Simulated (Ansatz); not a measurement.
Structure: a 4-atom cell of PbS (Cmcm) from a materials database, at its r2SCAN+rVV10 minimum. It is orthorhombic, Cmcm (No. 63); a = 4.127 Å, b = 11.739 Å, c = 4.260 Å in the conventional setting, 25.80 Å³ an atom. Pb is surrounded by 5 S at 2.68–2.97 Å; S is surrounded by 5 Pb at 2.68–2.97 Å.

```
Pb S
1.0
     2.06375   -5.86928    0.00000
     2.06375    5.86928    0.00000
     0.00000    0.00000    4.26044
Pb S
2 2
Direct
  0.87228 0.12772 0.75000
  0.12772 0.87228 0.25000
  0.64368 0.35632 0.75000
  0.35632 0.64368 0.25000
```

5 runs of Ansatz 0.2.0 on this cell differ in the functional (and in the settings that go with it). Levels are in eV from each run's valence top; v1 is the last filled band, c1 the first empty one.

Run A, mean stress +1.0 GPa (compression positive):

| point | v5 | v3 | v1 | c1 | c2 | c3 |
| --- | --- | --- | --- | --- | --- | --- |
| Γ | -3.25 | -1.90 | -0.66 | 5.00 | 5.00 | 5.20 |
| Y | -2.86 | -1.99 | -0.59 | 1.36 | 4.70 | 5.11 |
| C₀ | -1.56 | -1.46 | -0.33 | 1.87 | 2.13 | 2.18 |
| Z | -3.04 | -1.31 | -0.16 | 2.07 | 2.07 | 2.99 |

Run B, mean stress +2.1 GPa (compression positive):

| point | v5 | v3 | v1 | c1 | c2 | c3 |
| --- | --- | --- | --- | --- | --- | --- |
| Γ | -3.11 | -1.79 | -0.59 | 4.61 | 4.65 | 4.86 |
| Y | -2.72 | -1.88 | -0.54 | 1.12 | 4.36 | 4.76 |
| C₀ | -1.45 | -1.35 | -0.31 | 1.59 | 1.82 | 1.93 |
| Z | -2.93 | -1.20 | -0.14 | 1.76 | 1.76 | 2.72 |

Run C, mean stress +0.6 GPa (compression positive):

| point | v5 | v3 | v1 | c1 | c2 | c3 |
| --- | --- | --- | --- | --- | --- | --- |
| Γ | -3.56 | -2.12 | -0.77 | 5.26 | 5.37 | 5.66 |
| Y | -3.15 | -2.15 | -0.68 | 1.61 | 5.12 | 5.36 |
| C₀ | -1.75 | -1.66 | -0.35 | 2.12 | 2.38 | 2.47 |
| Z | -3.34 | -1.50 | -0.19 | 2.29 | 2.29 | 3.32 |

Run D, mean stress -2.7 GPa (compression positive):

| point | v5 | v3 | v1 | c1 | c2 | c3 |
| --- | --- | --- | --- | --- | --- | --- |
| Γ | -3.13 | -1.80 | -0.59 | 4.50 | 4.53 | 4.72 |
| Y | -2.74 | -1.90 | -0.55 | 0.97 | 4.23 | 4.63 |
| C₀ | -1.44 | -1.33 | -0.34 | 1.42 | 1.68 | 1.78 |
| Z | -2.97 | -1.17 | -0.16 | 1.62 | 1.62 | 2.57 |

Run E, mean stress +0.5 GPa (compression positive):

| point | v5 | v3 | v1 | c1 | c2 | c3 |
| --- | --- | --- | --- | --- | --- | --- |
| Γ | -3.71 | -2.26 | -0.88 | 5.86 | 5.98 | 6.29 |
| Y | -3.29 | -2.24 | -0.79 | 2.16 | 5.75 | 5.95 |
| C₀ | -1.86 | -1.76 | -0.40 | 2.66 | 2.95 | 3.03 |
| Z | -3.50 | -1.60 | -0.26 | 2.84 | 2.84 | 3.90 |

Q: Match the runs to LDA, PBE, r2SCAN, HSE06, PBE0.

A: A is r2SCAN, B is PBE, C is HSE06, D is LDA, E is PBE0. In order of the gap: LDA 0.95, PBE 1.11, r2SCAN 1.36, HSE06 1.61, PBE0 2.15 eV.

No spin polarisation and no zero-point or thermal motion.

Spin-orbit coupling is left out; in compounds of Pb, Bi, Tl or Hg it can lower a gap by up to about 1 eV, split its edges or invert the bands.

The program warns that its thresholds are loose for a hybrid's stress.

The meshes of the hybrids are coarse, so their gaps aren't converged to the digits shown.
